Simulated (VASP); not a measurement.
Wanted: the native input for a VASP 6.6.1 run.

* Task: single point
* Functional: LDA
* Potentials or basis: VASP PAW LDA potentials, release 64 (Ag, Cl)
* Cutoff: 520 eV
* k mesh: 10 × 10 × 10
* Occupations: gaussian, width 0.03 eV
* Spin: no spin polarisation
* Dipole correction: no
* Further INCAR settings: ALGO = Normal; EDIFF = 1e-06; NBANDS = 16

The structure of AgCl lies in POSCAR:

```
AgCl
1.0
    3.4339730000      0.0000000000      0.0000000000
    0.0000000000      3.4339730000      0.0000000000
    0.0000000000      0.0000000000      3.4339730000
Ag Cl
1 1
Direct
    0.0000000000      0.0000000000      0.0000000000
    0.3907970447      0.5000000000      0.5000000000
```

Measurements of this composition are mostly on another form, of space group No. 225.

The cell isn't the ideal one: all Cl atoms moved +0.375 Å, as atom 2 towards its neighbour atom 2 (Cl) at 3.434 Å.

One way to write it, as run:

INCAR

```
SYSTEM = AgCl
PREC = Accurate
ENCUT = 520
EDIFF = 1E-6
ISMEAR = 0
SIGMA = 0.03
LREAL = .False.
LASPH = .True.
NELM = 80
ALGO = Normal
ISIF = 2
LWAVE = .False.
LCHARG = .False.
GGA = CA
NBANDS = 16
```

KPOINTS

```
Automatic mesh
0
Gamma
  10 10 10
  0 0 0
```

Potentials or basis: VASP PAW LDA potentials, release 64 (Ag, Cl).

Run with:

```console
$ cat potpaw_LDA.64/Ag/POTCAR potpaw_LDA.64/Cl/POTCAR > POTCAR
$ mpirun -np 1 vasp_std > vasp.out
```

Results of the run:

```
Pressure               : -5.8 GPa
Largest force          : 0.093 eV/Å
Band gap on the k mesh : 0.28 eV, indirect (least direct gap 1.53 eV)
```

It took 23 s on 1 thread of Intel(R) Xeon(R) 6975P-C (Granite Rapids), on a shared host, peak memory 0.2 GiB.
